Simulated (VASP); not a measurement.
# WC (P-6m2) in VASP: relaxation of cell and atoms with r2SCAN

Aim: the relaxation of cell and atoms of WC with r2SCAN.

Everything below comes from runs of VASP 6.6.1. Logs are shortened: lines on timing, memory, paths and dates and some standing lists are left out, and cuts for length are marked.

## Step 1: The crystal as given

It takes space group P-6m2 (No. 187, hexagonal). Conventional cell: a = 2.907 Å, b = 2.907 Å, c = 2.837 Å, α = 90.00°, β = 90.00°, γ = 120.00°. Around W (site symmetry -6m2) lie 6 C at 2.20 Å. C (site symmetry -6m2) is surrounded by 6 W at 2.20 Å.

## Step 2: Relaxation of cell and atoms, r2SCAN

Contents of INCAR:

```
SYSTEM = WC
ALGO = Normal
EDIFF = 1E-7
EDIFFG = -0.004
ENCUT = 600
IBRION = 2
ISIF = 3
ISMEAR = 0
LASPH = .TRUE.
LCHARG = .FALSE.
LMIXTAU = .TRUE.
LREAL = .FALSE.
LWAVE = .FALSE.
METAGGA = R2SCAN
NELM = 60
NSW = 80
PREC = Accurate
SIGMA = 0.1
```

Contents of KPOINTS:

```
k-points
0
G
  18 18 14
  0 0 0
```

Contents of POSCAR:

```
WC
1.0
    2.9065000000      0.0000000000      0.0000000000
   -1.4532500000      2.5171028400      0.0000000000
    0.0000000000      0.0000000000      2.8366000000
W C
1 1
Direct
    0.0000000000      0.0000000000      0.0000000000
    0.6666666700      0.3333333300      0.5000000000
```

Potentials or basis: VASP PAW PBE potentials, release 64 (W_sv, C).

Started as:

```sh
$ cat potpaw_PBE.64/W_sv/POTCAR potpaw_PBE.64/C/POTCAR > POTCAR
$ mpirun -np 1 vasp_std > vasp.out
```

OUTCAR:

```text
SYSTEM = WC
   EDIFF = 1E-7
   EDIFFG = -0.004
   ENCUT = 600
   IBRION = 2
   ISIF = 3
   ISMEAR = 0
   LASPH = .TRUE.
   LREAL = .FALSE.
   METAGGA = R2SCAN
   NELM = 60
   NSW = 80
   PREC = Accurate

 ion  position               nearest neighbor table
   1  0.000  0.000  0.000-   2 2.20   2 2.20   2 2.20   2 2.20   2 2.20   2 2.20
   2  0.667  0.333  0.500-   1 2.20   1 2.20   1 2.20   1 2.20   1 2.20   1 2.20

  LATTYP: Found a hexagonal cell.
 ALAT       =     2.9065000000
 C/A-ratio  =     0.9759504559

  Lattice vectors:

 A1 = (   2.9065000000,   0.0000000000,   0.0000000000)
 A2 = (  -1.4532500000,   2.5171028400,   0.0000000000)
 A3 = (   0.0000000000,   0.0000000000,   2.8366000000)

Analysis of symmetry for initial positions (statically):
=====================================================================
 Subroutine PRICEL returns:
 Original cell was already a primitive cell.

 Routine SETGRP: Setting up the symmetry group for a
 hexagonal supercell.

 Subroutine GETGRP returns: Found 12 space group operations
 (whereof 12 operations were pure point group operations)
 out of a pool of 24 trial point group operations.

The static configuration has the point symmetry D_3h.

Analysis of symmetry for dynamics (positions and initial velocities):
=====================================================================
 Subroutine PRICEL returns:
 Original cell was already a primitive cell.

 Routine SETGRP: Setting up the symmetry group for a
 hexagonal supercell.

 Subroutine GETGRP returns: Found 12 space group operations
 (whereof 12 operations were pure point group operations)
 out of a pool of 24 trial point group operations.

The dynamic configuration has the point symmetry D_3h.

 Subroutine INISYM returns: Found 12 space group operations
 (whereof 12 operations are pure point group operations),
 and found     1 'primitive' translations

----------------------------------------------------------------------------------------

                                     Primitive cell

  volume of cell :      20.7525

  direct lattice vectors                    reciprocal lattice vectors
     2.906500000  0.000000000  0.000000000     0.344056425  0.198641069  0.000000000
    -1.453250000  2.517102840  0.000000000     0.000000000  0.397282139  0.000000000
     0.000000000  0.000000000  2.836600000     0.000000000  0.000000000  0.352534725

  length of vectors
     2.906500000  2.906500003  2.836600000     0.397282139  0.397282139  0.352534725

  position of ions in fractional coordinates (direct lattice)
     0.000000000  0.000000000  0.000000000
     0.666666670  0.333333330  0.500000000

  ion indices of the primitive-cell ions
[... 102 lines left out ...]
   AEXX    =    0.0000 exact exchange contribution
   IVDW    =     0    specifies the selected vdW correction
   LEPSILON=     F    determine dielectric tensor
   LRPA    =     F    only Hartree local field effects (RPA)
 conjugate gradient relaxation of ions
 non-spin polarized calculation
 Gauss-broadening in eV      SIGMA  =   0.10
  energy-cutoff  :      600.00
  volume of cell :       20.75
 maximum number of plane-waves:       704
 NGX is ok and might be reduce to    24
   NGX = 11   NGY = 11   NGZ = 11

--------------------------------------- Ionic step        1  -------------------------------------------

 number of electron      18.0000000 magnetization

 Free energy of the ion-electron system (eV)
  ---------------------------------------------------
  ext. energy  EPLUGINS =         0.00000000
  ---------------------------------------------------
  free energy    TOTEN  =       -61.61379668 eV

  energy without entropy =      -61.61239925  energy(sigma->0) =      -61.61309796

------------------------ aborting loop because EDIFF is reached ----------------------------------------

  FORCE on cell =-STRESS in cart. coord.  units (eV):
  Direction    XX          YY          ZZ          XY          YZ          ZX
  --------------------------------------------------------------------------------------
  -------------------------------------------------------------------------------------
  Total        0.4654679      0.4654679      0.3330958     -0.0000000      0.0000000      0.0000000
  in kB       35.9361025     35.9361026     25.7164125     -0.0000000      0.0000000      0.0000000
  external PRESSURE =      32.5295392 kB  Pullay stress =       0.0000000 kB
[... 167 lines left out ...]
--------------------------------------- Ionic step        6  -------------------------------------------

 number of electron      18.0000000 magnetization

 Free energy of the ion-electron system (eV)
  ---------------------------------------------------
  ext. energy  EPLUGINS =         0.00000000
  ---------------------------------------------------
  free energy    TOTEN  =       -61.61558294 eV

  energy without entropy =      -61.61416404  energy(sigma->0) =      -61.61487349

 E-fermi :  10.8329     XC(G=0): -14.9179

 val. band max:       10.8178699008   @ k =   0.3333   0.3333   0.0714
 cond. band min:      10.8454284241   @ k =   0.0556   0.0000   0.2143
 fundamental gap:      0.0275585234
 Fermi energy:        10.8328709063

 k-point     1 :       0.0000    0.0000    0.0000
  band No.  band energies     occupation
      1     -65.1147      2.00000
      2     -28.4174      2.00000
      3     -28.3201      2.00000
      4     -28.3201      2.00000
      5      -4.3296      2.00000
      6       6.4071      2.00000
      7       7.3871      2.00000
      8       7.3871      2.00000
      9      10.9684      0.05523
     10      14.2314      0.00000
     11      14.2314      0.00000
     12      16.7741      0.00000
     13      16.7741      0.00000
[... 354 lines left out ...]
  band No.  band energies     occupation
      1     -65.0521      2.00000
      2     -29.1028      2.00000
      3     -28.5714      2.00000
      4     -28.3033      2.00000
      5      -0.9246      2.00000
      6       3.7257      2.00000
      7       7.1417      2.00000
      8       7.2517      2.00000
      9      10.3138      2.00000
     10      12.8130      0.00000
     11      14.5569      0.00000
     12      15.8224      0.00000
     13      18.7577      0.00000

 [... further k-points ...]

------------------------ aborting loop because EDIFF is reached ----------------------------------------

  FORCE on cell =-STRESS in cart. coord.  units (eV):
  Direction    XX          YY          ZZ          XY          YZ          ZX
  --------------------------------------------------------------------------------------
  -------------------------------------------------------------------------------------
  Total        0.0056711      0.0056711      0.0055893      0.0000000      0.0000000     -0.0000000
  in kB        0.4343408      0.4343408      0.4280735      0.0000000      0.0000000     -0.0000000
  external PRESSURE =       0.4322517 kB  Pullay stress =       0.0000000 kB
[... 17 lines left out ...]
  FREE ENERGIE OF THE ION-ELECTRON SYSTEM (eV)
  ---------------------------------------------------
  free  energy   TOTEN  =       -61.6155829395 eV

  energy  without entropy=      -61.6141640398  energy(sigma->0) =      -61.61487349

 reached required accuracy - stopping structural energy minimisation
```

It took 19 min on 1 thread of Intel Xeon Platinum 8259CL at 2.50GHz (Skylake/Cascade Lake), shared host; peak memory 0.24 GiB.

Results:

```
Free energy                            : -61.6156 eV
Relaxed volume                         : 10.46 Å³/atom
Relaxed cell                           : a = 2.916 Å, b = 2.916 Å, c = 2.840 Å, α = 90.00°, β = 90.00°, γ = 120.00°
Space group after relaxing (to 0.05 Å) : P-6m2 (No. 187)
Energy gained by relaxing              : 0.9 meV/atom
Ionic steps                            : 6
Pressure after relaxing                : 0.0 GPa
Band gap on the k mesh                 : none (metal or under the smearing width)
```

The path:
```csv
step,energy change (eV),largest force (eV/Å),pressure (GPa),volume (Å³)
1,0.0000,0.0000,3.25,20.75
2,0.0110,0.0000,-8.53,21.39
3,-0.0017,0.0000,-0.08,20.92
4,-0.0017,0.0000,-0.02,20.92
5,-0.0017,0.0000,0.11,20.92
6,-0.0018,0.0000,0.04,20.92
```

Final structure:
```
W C
1.0
     2.91621    0.00000    0.00000
    -1.45811    2.52551    0.00000
     0.00000    0.00000    2.84039
W C
1 1
Direct
  0.00000 0.00000 0.00000
  0.66667 0.33333 0.50000
```

Caveat: the PAW data sets were made with another functional, which shifts forces and pressure a little.
